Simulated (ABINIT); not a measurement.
HfN:

```
CELL_PARAMETERS angstrom
0.00000 2.25600 2.25600
2.25600 0.00000 2.25600
2.25600 2.25600 0.00000
ATOMIC_POSITIONS crystal
Hf 0.00000 0.00000 0.00000
N 0.50000 0.50000 0.50000
```

Base run:

| Item | Value |
| --- | --- |
| Program | ABINIT 10.8.3 (patched build) |
| Functional | rPW86PBE |
| Potentials or basis | JTH PAW PBE v2.0 |
| Cutoff | 707 eV |
| k mesh | 10 × 10 × 10 |
| Occupations | fermi-dirac, width 0.05 eV |
| Spin | spin-orbit coupling, no magnetisation |

Its results: band gap on the k mesh none (metal or under the smearing width); pressure 15.0 GPa.

Question: The run is repeated on the same cell with these changes: functional from rPW86PBE to BLYP. What comes out?

Answer: Band gap on the k mesh none (metal or under the smearing width); pressure 13.9 GPa.

Caveats: so large a pressure means that the cell lies far from this level's equilibrium, or that cutoff or potentials fall short (some runs); the potentials were made for another functional, which shifts forces and pressure (some runs); the PAW data sets were made with another functional, which shifts forces and pressure a little (some runs).

Not every run made on this cell is shown here.
